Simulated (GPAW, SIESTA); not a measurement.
This is a calculation of YN for GPAW 26.7.0. 

The input run.py:

```python
from ase.io import read
from gpaw import PW
from gpaw.dft import DFT

atoms = read('YN.xyz')

dft = DFT(atoms,
          mode=PW(800),
          xc='PBE',
          kpts={'size': (9, 9, 9), 'gamma': True},
          occupations={'name': 'fermi-dirac', 'width': 0.05},
          nbands=18,
          convergence={'density': 1e-05, 'energy': 1e-05},
          maxiter=150,
          txt='gpaw.txt')
print(f'Energy: {dft.calculate_energy():.6f} eV')
print('Forces (eV/A):')
print(dft.calculate_forces().round(4))
print('Stress (eV/A^3):', dft.calculate_stress().round(6))
dft.write_gpw_file('gs.gpw')
```

Contents of YN.xyz:

```xyz
2
Lattice="0.0000000000 2.4385000000 2.4385000000 2.4385000000 0.0000000000 2.4385000000 2.4385000000 2.4385000000 0.0000000000" Properties=species:S:1:pos:R:3 pbc="T T T"
Y      0.0000000000      0.0000000000      0.0000000000
N      2.4385000000      2.4385000000      2.4385000000
```

Potentials or basis: GPAW PAW data sets (gpaw-data 1.2.1), pw.

Run with:

```sh
$ OMP_NUM_THREADS=1 python run.py
```

Question: Translate it to SIESTA 5.4.2. Potentials or basis there: files PseudoDojo sr-pbe-0.4.1-standard, DZP (energy shift 0.003 Ry; two zetas on semicore shells).

Answer: As run (cutoffs and basis follow the program's own potentials, and thresholds, step limits or extra output files can differ):

Contents of YN.fdf:

```
SystemName                      YN
SystemLabel                     YN
NumberOfSpecies                 2
NumberOfAtoms                   2
%block ChemicalSpeciesLabel
  1  39 Y
  2   7 N
%endblock ChemicalSpeciesLabel

LatticeConstant                 1.0 Ang
%block LatticeVectors
     0.0000000000     2.4385000000     2.4385000000
     2.4385000000     0.0000000000     2.4385000000
     2.4385000000     2.4385000000     0.0000000000
%endblock LatticeVectors
AtomicCoordinatesFormat         Fractional
%block AtomicCoordinatesAndAtomicSpecies
     0.0000000000     0.0000000000     0.0000000000  1  Y
     0.5000000000     0.5000000000     0.5000000000  2  N
%endblock AtomicCoordinatesAndAtomicSpecies

%block kgrid.MonkhorstPack
    9   0   0  0.0
    0   9   0  0.0
    0   0   9  0.0
%endblock kgrid.MonkhorstPack
XC.Functional                   GGA
XC.Authors                      PBE
PAO.BasisSize                   DZP
PAO.EnergyShift                 0.003 Ry
Mesh.Cutoff                     800 Ry
OccupationFunction              FD
ElectronicTemperature           0.05 eV
MaxSCFIterations                120
SCF.MustConverge                false
SCF.Mixer.Method                Pulay
SCF.Mixer.Weight                0.25
SCF.Mixer.History               8
SCF.DM.Tolerance                5.0e-05
SCF.H.Tolerance                 1.0e-03 eV
WriteForces                     true
Charge.Mulliken                 end
%block PAO.Basis
  Y 5
  n=4 0 2
    3.677 0.000
  n=5 0 2
    9.467 0.000
  n=4 1 2
    4.308 0.000
  n=5 1 1
    9.467
  n=4 2 2
    8.361 0.000
%endblock PAO.Basis
```

Potentials or basis: PseudoDojo 0.4 standard (PBE files), converted to PSML, two zetas on semicore shells, DZP (energy shift 0.003 Ry; two zetas on semicore shells).

Run with:

```bash
$ siesta YN.fdf > YN.out 2>&1
```

Both were run:

|  | GPAW | SIESTA |
| --- | --- | --- |
| Pressure | 1.7 GPa | 4.6 GPa |

Pressure is positive in compression.
